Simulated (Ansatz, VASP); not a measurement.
# Nb in VASP and in Ansatz

File INCAR:

```
PREC     = Accurate       # precision mode
ENCUT    = 520            # plane-wave cutoff, eV
EDIFF    = 1E-6           # SCF threshold, eV
ISMEAR   = 0              # smearing method
SIGMA    = 0.15           # smearing width, eV
LREAL    = F              # projectors in reciprocal space
LASPH    = T              # aspherical terms in the spheres
NELM     = 100            # most SCF steps
ALGO     = Fast           # electronic algorithm
ISIF     = 2              # what is computed and relaxed
LWAVE    = F              # write WAVECAR
LCHARG   = T              # write CHGCAR
LELF     = T              # ELF
LVHAR    = T            
NBANDS   = 12             # bands
```

KPOINTS

```
regular mesh
0
Gamma
  22 22 22
```

POSCAR

```
Nb
1.0
   -1.8678147505      1.8678147505      1.3205450286
    1.8678147505     -1.8678147505      1.3205450286
    1.8678147505      1.8678147505     -1.3205450286
Nb
1
Direct
    0.0000000000      0.0000000000      0.0000000000
```

Input for Ansatz:

```yaml
crystal:
  lattice:
    - [-1.8678147505, 1.8678147505, 1.3205450286]
    - [1.8678147505, -1.8678147505, 1.3205450286]
    - [1.8678147505, 1.8678147505, -1.3205450286]
  atoms:
    - { symbol: Nb, position: [0.0, 0.0, 0.0] }
basis:
  ecutwfc: 420
kpoints:
  mp_grid: { grid: [22, 22, 22] }
hamiltonian:
  xc: lda
scf:
  occupations: { method: gaussian, width: 0.15 }
output:
  forces: true
  stress: true
  eigenvalues: true
```

Alike in both runs: task single point; functional LDA; k mesh 22 × 22 × 22; occupations gaussian, width 0.15 eV; no spin polarisation.

```csv
,VASP,Ansatz
version,VASP 6.6.1,Ansatz 0.2.0
potentials or method,"VASP PAW LDA potentials, release 64 (Nb_sv)","scalar-relativistic, plane waves, PAW"
plane-wave cutoff (eV),520,420
valence electrons in the cell,13,13
```

|  | VASP | Ansatz | Ansatz less VASP |
| --- | --- | --- | --- |
| gap on the k mesh at the Fermi level (eV) | none | none | - |
| pressure (GPa) | -6.5 | -6.4 | +0.16 |
| largest component of the traceless stress (GPa) | 3.73 | 3.69 | -0.039 |

A gap of «none» marks a metal or a gap that the smearing closes.
